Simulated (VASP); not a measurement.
# VASP 6.6.1 run: NaH

INCAR

```
LASPH = .TRUE.
BMIX = 3
NSW = 0
ISMEAR = -1
LREAL = .FALSE.
LCHARG = .FALSE.
ENCUT = 520
NELM = 71
EDIFF = 1E-7
ISIF = 2
GGA = PE
PREC = Accurate
NBANDS = 16
SIGMA = 0.02
IBRION = -1
LWAVE = .FALSE.
```

KPOINTS

```
KPOINTS created by Atomic Simulation Environment
0
Gamma
12 12 4
0 0 0
```

POSCAR

```
Na H
 1.0000000000000000
     3.2700352224183038    0.0000000000000000    0.0000000000000000
    -1.6350176112091519    2.8319335738841485    0.0000000000000000
     0.0000000000000000    0.0000000000000000    5.7446556689000001
 Na  H
   2   2
Cartesian
  0.0000000000000000  0.0000000000000000  0.0000000000000000
  0.0000000000000000  0.0000000000000000  2.8723278344499996
 -0.0000000000000001  1.8879557159227651  1.4361639172249998
  1.6350176112091515  0.9439778579613826  4.3084917516749988
```

The recommended PBE PAW datasets give the neutral cell 16 valence electrons.

Command

```
mpirun -np 1 vasp_std
```

OSZICAR

```
N       E                     dE             d eps       ncg     rms          rms(c)
DAV:   1     0.112217008448E+03    0.11222E+03   -0.84061E+03  1848   0.108E+03
DAV:   2    -0.517568612181E+01   -0.11739E+03   -0.11304E+03  1928   0.300E+02
DAV:   3    -0.107874031608E+02   -0.56117E+01   -0.55981E+01  2336   0.689E+01
DAV:   4    -0.108590290841E+02   -0.71626E-01   -0.71622E-01  2112   0.874E+00
DAV:   5    -0.108602194412E+02   -0.11904E-02   -0.11903E-02  2344   0.107E+00    0.459E+00
DAV:   6    -0.104450136426E+02    0.41521E+00   -0.54590E-02  2616   0.185E+00    0.329E+00
DAV:   7    -0.993472772427E+01    0.51029E+00   -0.55780E-01  2592   0.425E+00    0.110E+00
DAV:   8    -0.998098301302E+01   -0.46255E-01   -0.79600E-02  1952   0.255E+00    0.407E-01
DAV:   9    -0.997747122499E+01    0.35118E-02   -0.33490E-02  2520   0.199E+00    0.252E-01
DAV:  10    -0.997692042490E+01    0.55080E-03   -0.30091E-03  2056   0.382E-01    0.625E-02
DAV:  11    -0.997714266995E+01   -0.22225E-03   -0.54963E-04  2008   0.169E-01    0.407E-02
DAV:  12    -0.997719031910E+01   -0.47649E-04   -0.29534E-05  2128   0.543E-02    0.173E-02
DAV:  13    -0.997721909918E+01   -0.28780E-04   -0.38159E-05  2040   0.384E-02    0.104E-02
DAV:  14    -0.997722302710E+01   -0.39279E-05   -0.23910E-06  2272   0.109E-02    0.880E-03
DAV:  15    -0.997722438135E+01   -0.13542E-05   -0.41909E-06  1856   0.109E-02    0.220E-03
DAV:  16    -0.997722449926E+01   -0.11791E-06   -0.27400E-07  2336   0.407E-03    0.186E-03
DAV:  17    -0.997722454677E+01   -0.47511E-07   -0.59694E-08  1440   0.184E-03
   1 F= -.99772245E+01 E0= -.99772245E+01  d E =-.264319E-10
```

From OUTCAR

```
k-points           NKPTS =     57   k-points in BZ     NKDIM =     57   number of bands    NBANDS=     16

   NELECT =      16.0000    total number of electrons

   dimension x,y,z NGX =    24 NGY =   24 NGZ =   48
   dimension x,y,z NGXF=    48 NGYF=   48 NGZF=   96

  energy-cutoff  :      520.00
  volume of cell :       53.20
      direct lattice vectors                 reciprocal lattice vectors
     3.270035222  0.000000000  0.000000000     0.305807104  0.176557814  0.000000000
    -1.635017611  2.831933574  0.000000000     0.000000000  0.353115627  0.000000000
     0.000000000  0.000000000  5.744655669     0.000000000  0.000000000  0.174074837

 k-points in reciprocal lattice and weights: KPOINTS created by Atomic Simulation Env
   0.00000000  0.00000000  0.00000000       0.002
   0.08333333 -0.00000000  0.00000000       0.010
   0.16666667 -0.00000000  0.00000000       0.010
   0.25000000 -0.00000000  0.00000000       0.010
   0.33333333 -0.00000000  0.00000000       0.010
   0.41666667 -0.00000000  0.00000000       0.010
   0.50000000 -0.00000000  0.00000000       0.005
   0.08333333  0.08333333  0.00000000       0.010
   ...

 E-fermi :  -0.5018

 k-point     1 :       0.0000    0.0000    0.0000
  band No.  band energies     occupation
      1     -23.2541      2.00000
      2     -23.0729      2.00000
      3     -23.0729      2.00000
      4     -23.0509      2.00000
      5     -23.0509      2.00000
      6     -23.0290      2.00000
      7      -4.6836      2.00000
      8      -2.1050      2.00000
      9       2.5758      0.00000
     10       9.9057      0.00000
     11      10.8768      0.00000
     12      13.2905      0.00000
     13      13.4212      0.00000
     14      13.4212      0.00000
     15      14.6049      0.00000
     16      15.8059      0.00000

 k-point     2 :       0.0833   -0.0000    0.0000
  band No.  band energies     occupation
      1     -23.2523      2.00000
      2     -23.0805      2.00000
      3     -23.0746      2.00000
      4     -23.0574      2.00000
      5     -23.0524      2.00000
      6     -23.0283      2.00000
      7      -4.5657      2.00000
      8      -2.0317      2.00000
      9       2.7110      0.00000
     10       9.6415      0.00000
     11       9.9019      0.00000
     12      12.6623      0.00000
     13      13.0066      0.00000
     14      14.1178      0.00000
     15      14.5702      0.00000
     16      15.8392      0.00000

 k-point     3 :       0.1667   -0.0000    0.0000
  band No.  band energies     occupation
      1     -23.2474      2.00000
      2     -23.1012      2.00000
      3     -23.0791      2.00000
      4     -23.0751      2.00000
      5     -23.0564      2.00000
      6     -23.0264      2.00000
      7      -4.2190      2.00000
      8      -1.8219      2.00000
      9       3.1110      0.00000
     10       8.1628      0.00000
     11       8.8626      0.00000
     12      11.9213      0.00000
     13      12.2860      0.00000
     14      13.7338      0.00000
     15      14.0524      0.00000
     16      15.0314      0.00000

 ...

  Total        0.5400518      0.5400518      0.6628962      0.0000000      0.0000000      0.0000000
  in kB       16.2647176     16.2647176     19.9644162      0.0000000      0.0000000      0.0000000
  external PRESSURE =      17.4979504 kB  Pullay stress =       0.0000000 kB

 POSITION                                       TOTAL-FORCE (eV/Angst)
 -----------------------------------------------------------------------------------
      0.00000      0.00000      0.00000         0.000000      0.000000      0.000000
      0.00000      0.00000      2.87233         0.000000      0.000000      0.000000
      0.00000      1.88796      1.43616         0.000000      0.000000      0.000000
      1.63502      0.94398      4.30849        -0.000000      0.000000     -0.000000
 -----------------------------------------------------------------------------------
    total drift:                                0.000000      0.000000      0.000000

  FREE ENERGIE OF THE ION-ELECTRON SYSTEM (eV)
  ---------------------------------------------------
  free  energy   TOTEN  =        -9.9772245468 eV

  energy  without entropy=       -9.9772245467  energy(sigma->0) =       -9.97722455
```

It converged. Results: gap between bands v and c on the k mesh 3.48 eV; least direct gap on the k mesh 4.60 eV; pressure 1.7 GPa. Band v is the last that the valence electrons fill when counted band by band, and c is the next.

For comparison, a separate PBE run of the intended cell, on usual settings and not on those above, gives a gap of 3.48 eV on its mesh and a pressure of 1.7 GPa.

The run above took about 58 s on one core of a shared host (Intel Xeon Platinum 8488C) and held 0.18 GiB at most.
